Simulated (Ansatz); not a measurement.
**Field gradients against strain in AgCl**

```yaml
crystal:
  lattice:
    - [1.87091, -5.55660, 0.00000]
    - [1.87091, 5.55660, 0.00000]
    - [0.00000, 0.00000, 3.92404]
  atoms:
    - { symbol: Ag, position: [0.39656, 0.60344, 0.75000] }
    - { symbol: Ag, position: [0.60344, 0.39656, 0.25000] }
    - { symbol: Cl, position: [0.86545, 0.13455, 0.25000] }
    - { symbol: Cl, position: [0.13455, 0.86545, 0.75000] }
```

Atom numbers follow the list: Ag1, Ag2, Cl3, Cl4.

The cell is the one relaxed in the Materials Project (mp-570858), not relaxed further here; entries there can be hypothetical.

All numbers below come from DFT, PBEsol, all-electron PAW with datasets made for the crystal, scalar-relativistic (Ansatz 0.2.0).

Numerical set-up: a Γ-centred 9×9×8 k mesh, Fermi–Dirac smearing of 0.03 eV, cutoff 260 eV (chosen by the program for this cell), no spin polarisation.

The cell is scaled evenly. Fractional coordinates are held (clamped ions).

The columns are Cartesian components of the electric field gradient at the nuclei, in 10²¹ V/m².

Spin–orbit coupling is left out, which moves gradients at and beside heavy atoms by some per cent and at worst by a factor of two.

Only quantities that a quadratic follows smoothly over the whole series are listed; rougher ones are left out.

```
ln(V/Vcell)  Vzz at Ag1
    -0.0619       -2.66
     0.0000       -2.40
     0.0100       -2.36
     0.0392       -2.24
```

(1) Fit the series and give the gradient–strain slopes.

(2) One run, at ln(V/Vcell) = -0.0202, is withheld. Predict its row.

## Answers

(1) Least-squares fits y = p0 + p1 x + p2 x² to the rows give Vzz at Ag1: p1 = 4.13, p2 = -0.97. The slopes p1 are in 10²¹ V/m² per unit strain, for clamped ions.

(2) The fits give -2.48; the run gave -2.48.
